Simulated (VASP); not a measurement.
Set up this calculation in VASP 6.6.1, as the native input.

- Task: relaxation of cell and atoms
- Functional: rev-vdW-DF2
- Potentials or basis: VASP PAW PBE potentials, release 64 (Mg, O)
- Cutoff: 600 eV
- k mesh: 12 × 12 × 12
- Occupations: gaussian, width 0.03 eV
- Spin: no spin polarisation
- Further INCAR settings: ALGO = Normal; EDIFF = 1e-07; IBRION = 2; EDIFFG = -0.005; NSW = 90; ISIF = 3

The structure of MgO lies in POSCAR:

```
MgO                                     
1.0
    0.0000000000      2.1103749516      2.1103749516
    2.1103749516      0.0000000000      2.1103749516
    2.1103749516      2.1103749516      0.0000000000
  Mg              O             
     1     1
Direct
     1.0000000000000000    0.0000000000000000    1.0000000000000000
     0.5000000000000000    0.5000000000000000    0.5000000000000000
```

One way to write it, as run:

INCAR

```
PREC = Accurate
ENCUT = 600
EDIFF = 1E-7
ISMEAR = 0
SIGMA = 0.03
LREAL = False
LASPH = True
NELM = 80
ALGO = Normal
ISIF = 3
LWAVE = False
LCHARG = False
GGA = MK
LUSE_VDW = True
AGGAC = 0.0
PARAM1 = 0.1234
PARAM2 = 0.711357
ZAB_VDW = -1.8867
IBRION = 2
NSW = 90
EDIFFG = -0.005
```

KPOINTS

```
regular mesh
0
Gamma
  12 12 12
```

Potentials or basis: VASP PAW PBE potentials, release 64 (Mg, O).

Launch:

```sh
$ cat potpaw_PBE.64/Mg/POTCAR potpaw_PBE.64/O/POTCAR > POTCAR
$ mpirun -np 1 vasp_std > vasp.out
```

It gave:

```
Relaxed volume                         : 9.39 Å³/atom
Relaxed cell                           : a = 2.984 Å, b = 2.984 Å, c = 2.984 Å, α = 60.00°, β = 60.00°, γ = 60.00°
Space group after relaxing (to 0.05 Å) : Fm-3m (No. 225)
Energy gained by relaxing              : 0.0 meV/atom
Ionic steps                            : 2
Pressure after relaxing                : 0.0 GPa
Band gap on the k mesh                 : 4.77 eV, direct
```

Caveat: the PAW data sets were made with another functional, which shifts forces and pressure a little.

Wall time 31 s on 1 thread of Intel(R) Xeon(R) 6975P-C (Granite Rapids), with other jobs on the host, peak memory 0.27 GiB.
